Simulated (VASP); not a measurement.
TiSi:

```
Ti Si
1.0
     1.81618   -2.11762    0.00000
     1.81618    2.11762    0.00000
     0.00000    0.00000    3.80393
Ti Si
1 1
Cartesian
  1.8162 0.0000 0.0000
  0.0000 0.0000 1.9020
```

The cell comes from a database or a generator and needn't be the stable form of this composition.

The cell isn't the ideal one: cell and atoms relaxed by PAW.

- Program: VASP 6.6.1
- Task: relaxation of cell and atoms
- Functional: PBEsol
- Potentials or basis: VASP PAW PBE potentials, release 64 (Ti_sv, Si)
- Cutoff: 600 eV
- k mesh: 12 × 12 × 10
- Occupations: fermi-dirac, width 0.1 eV
- Spin: no spin polarisation

At the start: pressure -4.2 GPa; volume 14.63 Å³/atom.

Question: How do energy, volume and symmetry change on relaxing?

Answer: Over 12 steps the energy falls by 7.0 meV/atom and the volume is 14.14 Å³/atom (-3.4 %); space group Cmmm (No. 65, to 0.05 Å).

The path:
```tsv
step	energy change (eV)	largest force (eV/Å)	pressure (GPa)	volume (Å³)
1	0.0000	0.0000	-4.20	29.26
2	-0.0042	0.0000	3.80	27.67
3	-0.0121	0.0000	0.05	28.36
4	-0.0132	0.0000	0.02	28.33
5	-0.0139	0.0000	0.02	28.27
6	-0.0140	0.0000	-0.01	28.28
7	-0.0140	0.0000	-0.05	28.29
8	-0.0140	0.0000	-0.05	28.28
9	-0.0140	0.0000	-0.05	28.28
10	-0.0140	0.0000	-0.04	28.28
11	-0.0140	0.0000	0.03	28.26
12	-0.0140	0.0000	0.01	28.28
```

Final structure:
```
Ti Si
1.0
     1.80595   -2.06519    0.00000
     1.80595    2.06519    0.00000
     0.00000    0.00000    3.79063
Ti Si
1 1
Direct
  0.50000 0.50000 0.00000
  0.00000 0.00000 0.50000
```

Caveat: the PAW data sets were made with another functional, which shifts forces and pressure a little.
